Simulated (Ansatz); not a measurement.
**BeTe: how the settings move a single-point run**

Aim: see which settings change the result for BeTe, by how much, and at what cost.

Method: reference: DFT, HSE06, plane waves, PAW, in Ansatz 0.2.0.

5 further runs of the same task are left out: 1 for a known fault of the program, 4 that didn't finish.

## 1. The structure to begin with

Symmetry: F-43m, No. 216, cubic system. The conventional cell has a = 5.657 Å, b = 5.657 Å, c = 5.657 Å, α = 90.00°, β = 90.00°, γ = 90.00°. Be (site symmetry -43m) has 4 Te at 2.45 Å as nearest neighbours. Te (site symmetry -43m) has 4 Be at 2.45 Å as nearest neighbours.

As a file:

```
Be Te
1.0
     0.00000    2.82862    2.82862
     2.82862    0.00000    2.82862
     2.82862    2.82862    0.00000
Be Te
1 1
Direct
  0.00000 0.00000 0.00000
  0.25000 0.25000 0.25000
```

## 2. Reference

Input file input.yaml:

```yaml
crystal:
  lattice:
    - [0.0, 2.8286236224, 2.8286236224]
    - [2.8286236224, 0.0, 2.8286236224]
    - [2.8286236224, 2.8286236224, 0.0]
  atoms:
    - { symbol: Be, position: [0.0, 0.0, 0.0] }
    - { symbol: Te, position: [0.25, 0.25, 0.25] }
kpoints:
  mp_grid: { grid: [4, 4, 4] }
hamiltonian:
  xc: hse06
scf:
  occupations: { method: fixed }
  n_extra_bands: 4
output:
  forces: true
  stress: true
  eigenvalues: true
```

Run with:

```
ansatz run input.yaml --threads 4 --pin off --max-ram 3686MiB --backend cpu --events-out ev --progress --plain --runs-dir out
```

## 3. Changing settings: mp_grid.grid [6, 6, 6], xc pbe, accuracy low

input.yaml, as its differences from that of step 2:

```diff
@@ -9,5 +9,5 @@
 kpoints:
-  mp_grid: { grid: [4, 4, 4] }
+  mp_grid: { grid: [6, 6, 6] }
 hamiltonian:
-  xc: hse06
+  xc: pbe
 scf:
@@ -19 +19,2 @@
   eigenvalues: true
+accuracy: low
```

## 4. Changed: mp_grid.grid [6, 6, 6], xc pbe

input.yaml, as its differences from that of step 2:

```diff
@@ -9,5 +9,5 @@
 kpoints:
-  mp_grid: { grid: [4, 4, 4] }
+  mp_grid: { grid: [6, 6, 6] }
 hamiltonian:
-  xc: hse06
+  xc: pbe
 scf:
```

## 5. Changing settings: exchange pbe, correlation pbe, coeff 0.15

input.yaml, as its differences from that of step 2:

```diff
@@ -11,3 +11,3 @@
 hamiltonian:
-  xc: hse06
+  xc: { exchange: pbe, correlation: pbe, exx: { coeff: 0.15 } }
 scf:
```

## 6. Changed: xc cam_b3lyp

input.yaml, as its differences from that of step 2:

```diff
@@ -11,3 +11,3 @@
 hamiltonian:
-  xc: hse06
+  xc: cam_b3lyp
 scf:
```

## 7. Changed: exchange pbe, correlation pbe, coeff 1.0, omega 0.1

input.yaml, as its differences from that of step 2:

```diff
@@ -11,3 +11,3 @@
 hamiltonian:
-  xc: hse06
+  xc: { exchange: pbe, correlation: pbe, exx: { coeff: 1.0, omega: 0.1 } }
 scf:
```

Before running it: what results should come out? Wanted: for each run, ending; energy change; pressure; gap; force.

**Answer**, as computed:

```
                                                   run     ending   energy change  pressure (GPa)  gap (eV)  force (eV/Å)  cycles    time
                                             reference  converged               -            -0.4      2.71          0.00      12   8.5 s
       1: mp_grid.grid [6, 6, 6], xc pbe, accuracy low  converged  not comparable             0.2      2.02          0.00       6  0.83 s
                     2: mp_grid.grid [6, 6, 6], xc pbe  converged  not comparable             0.2      2.02          0.00       6  0.81 s
          3: exchange pbe, correlation pbe, coeff 0.15  converged  not comparable             0.0      2.83          0.00       9   7.4 s
                                       4: xc cam_b3lyp  converged  not comparable             0.1      5.51          0.00      15    11 s
5: exchange pbe, correlation pbe, coeff 1.0, omega 0.1  converged  not comparable            -3.4      6.24          0.00      16    11 s
```

Residual by cycle in the longest SCF loop of each run; runs are numbered as in the table. The quantity is the density residual dr2, in eV.

```
cycle  reference   run 1   run 2    run 3    run 4    run 5
    1    0.00535  1.6e-4  1.6e-4  0.00187  0.00553   0.0393
    2     5.6e-4  5.5e-5  5.5e-5   2.4e-4  0.00322   0.0279
    3     1.4e-4  7.8e-6  7.8e-6   5.1e-5   4.8e-4  0.00593
    4     1.7e-5  4.1e-6  4.1e-6   3.3e-6   6.3e-5   8.2e-4
    5     1.9e-6  1.1e-6  1.1e-6   1.7e-7   1.0e-5   1.4e-4
    6          -  6.8e-8  6.8e-8        -        -        -
```

**Reading.** Of the variants the dearest is «exchange pbe, correlation pbe, coeff 1.0, omega 0.1» (11 s), the cheapest «mp_grid.grid [6, 6, 6], xc pbe» (0.81 s), on a shared host. The gap of the reference lacks spin-orbit coupling, though the cell holds Te.
